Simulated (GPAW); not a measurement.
## CdTe: single point with LDA

**Measured values to compare with.**

A printed reference work, data compilation reports, for a bulk crystal of CdTe at 0 K: band gap 1.607 eV.

CdTe:

```
Te Cd
1.0
     0.00000    3.20500    3.20500
     3.20500    0.00000    3.20500
     3.20500    3.20500    0.00000
Te Cd
1 1
Direct
  0.75000 0.75000 0.75000
  0.00000 0.00000 0.00000
```

```
Program             : GPAW 26.7.0
Task                : single point
Functional          : LDA
Potentials or basis : the program's PAW data sets (release 1.2.1) made for this functional
Cutoff              : 500 eV
Basis               : pw
k mesh              : 6 × 6 × 6
Occupations         : fermi-dirac, width 0.05 eV
Spin                : no spin polarisation
Maxiter             : 80
```

```yaml
Pressure: -0.7 GPa
Band_gap_on_the_k_mesh: 0.61 eV, direct
```

Levels at points of the mesh, in eV from the valence-band top:
| k point | band 6 | band 7 | band 8 | band 9 | band 10 | band 11 | band 12 | band 13 |
| --- | --- | --- | --- | --- | --- | --- | --- | --- |
| (0.00, 0.00, 0.00) | -8.06 | 0.00 | 0.00 | 0.00 | 0.61 | 4.49 | 4.49 | 4.49 |
| (0.50, 0.50, 0.00) | -7.55 | -4.55 | -2.01 | -2.01 | 2.38 | 2.55 | 8.79 | 9.16 |
| (0.50, 0.50, 0.50) | -7.69 | -4.70 | -0.84 | -0.84 | 1.67 | 5.11 | 5.11 | 6.87 |

It took 10 s on 1 thread of Arm Neoverse V1, on a shared host, peak memory 0.15 GiB.

A measured gap of CdTe is 1.607 eV (0 K; a printed reference work, data compilation); the calculated 0.61 eV misses it by -1.00 eV. Spin-orbit coupling on Cd, Te is left out. The value is that of LDA, without temperature or zero-point motion. Semilocal functionals fall short of measured gaps as a rule.

Caveat: the cutoff is short for stress and forces, so pressures can be off by a GPa or more; spin-orbit coupling is left out, which moves the levels of the heavy elements.
